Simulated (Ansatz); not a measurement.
Clean, relaxed (100) surface of Ti, space group Im-3m (No. 229) (top face towards +c; atoms held fixed, by place in the list: 1, 2):

```xyz
5
Lattice="3.2518 0.0000 0.0000 0.0000 3.2518 0.0000 0.0000 0.0000 23.5036" Properties=species:S:1:pos:R:3 pbc="T T T"
Ti    1.6259    1.6259    8.5000
Ti    0.0000    0.0000   10.1259
Ti    1.6259    1.6259   11.5944
Ti    0.0000    0.0000   13.0540
Ti    1.6259    1.6259   14.5927
```

Computed with DFT r2SCAN, scalar-relativistic, plane waves, PAW in Ansatz. Cutoff 500 eV; k points 9×9×1 on the computed 5-atom cell (Γ-centred); Gaussian smearing, width 0.10 eV; no spin polarisation. A dipole correction removes the field between periodic images along c.

With the adsorbate the run is spin-polarised, so any moments that the slab's own atoms take up count into E_ads.

Co (atom) is adsorbed on the top face, one adsorbate per 10.6 Å², and relaxed from 3 starting sites (fractions of a and b). E_ads counts from the clean slab and the free adsorbate (spin-polarised where it has unpaired electrons); negative means bound. Heights count from the highest slab atom after relaxation. Δφ is the top face's. Δp counts per cell along +c. Bonded neighbours lie within 1.25 times the sum of covalent radii (1.35 for H) and, on that scale, within 12 % of the closest. With the adsorbate the cell is lengthened along c to keep the vacuum.

```json
{"start": "top (Ti) at (0.50, 0.50)", "ends at": "(0.50, 0.50), 1 bonded neighbour (Ti), largest slab move 0.6 Å", "E_ads (eV)": "-2.73", "height (Å)": "2.08", "shortest contact": "Co–Ti 2.08 Å", "Δφ (eV)": "+1.04", "Δp (e·Å)": "-0.058"}
{"start": "bridge (Ti-Ti) at (0.00, 0.50)", "ends at": "(0.00, 0.50), 2 bonded neighbours (Ti)", "E_ads (eV)": "-3.33", "height (Å)": "1.78", "shortest contact": "Co–Ti 2.41 Å", "Δφ (eV)": "+0.44", "Δp (e·Å)": "+0.002"}
{"start": "hollow (over Ti) at (0.00, 0.00)", "ends at": "(0.00, 0.00), 4 bonded neighbours (Ti), largest slab move 0.5 Å", "E_ads (eV)": "-4.88", "height (Å)": "1.03", "shortest contact": "Co–Ti 2.52 Å", "Δφ (eV)": "+1.12", "Δp (e·Å)": "-0.051"}
```

Among the sites tried, the lowest end comes from the hollow (over Ti) at (0.00, 0.00) start; other sites may lie lower.

Each end is the local minimum or symmetric point that its start leads to. This isn't the usual crystal structure of Ti. The slab is only 6.5 Å thick, so the energies aren't converged with thickness.

For at least one of the starts the bottom face's work function also shifts by over 0.1 eV: the slab is too thin to screen the adsorbate, so the work functions aren't converged with thickness.

The ends differ in their magnetic moment (4.6, 2.3, -2.4 μB a cell), so part of the order can come from the spin state that each run reached.

The state reached may not be the lowest one.